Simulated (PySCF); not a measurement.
TePb under changes of volume

One of the cells (33.730 Å³/atom); the others are scaled copies at fixed shape and fractional positions:

```
Pb Te
1.0
     0.00000    3.23100    3.23100
     3.23100    0.00000    3.23100
     3.23100    3.23100    0.00000
Pb Te
1 1
Direct
  0.00000 0.00000 0.00000
  0.50000 0.50000 0.50000
```

```yaml
Program: PySCF 2.14.0
Functional: PBE
Potentials_or_basis: DZVP-MOLOPT-SR/GTH-PBE (potentials made for PBE)
k_mesh: 6 × 6 × 6
Occupations: fermi-dirac, width 0.05 eV
Spin: no spin polarisation
```

| volume (Å³/atom) | energy over the lowest point (meV/atom) | gap on the mesh (eV) |
| --- | --- | --- |
| 31.706 | 57.85 | 0.59 |
| 32.380 | 37.16 | 0.63 |
| 33.055 | 21.54 | 0.68 |
| 33.730 | 10.44 | 0.72 |
| 34.404 | 3.43 | 0.75 |
| 35.079 | ? | ? |
| 35.753 | 0.00 | 0.82 |

What does the run at 35.079 Å³/atom give?

Energy over the lowest point 0.07 meV/atom; gap on the mesh 0.79 eV.

Worked out: A Birch-Murnaghan fit of order 3 (a polynomial in V^(-2/3)) to the other rows has its minimum at 35.43 Å³/atom with B0 = V·E''(V) = 39 GPa and B' = 4.6. It gives 0.07 meV/atom at 35.079 Å³/atom, against the run's 0.07. A straight line through the other rows of the gap, of slope 1.92 eV per unit of ln V (its deformation potential), gives 0.79 eV, against the run's 0.79.

Energies are extrapolated to zero smearing.

Caveats: spin-orbit coupling is left out, which as a rule narrows the gap of such compounds by several tenths of an eV; the basis of atomic orbitals isn't converged, which shifts pressures, moduli and gaps.

A mesh can miss the band edges.
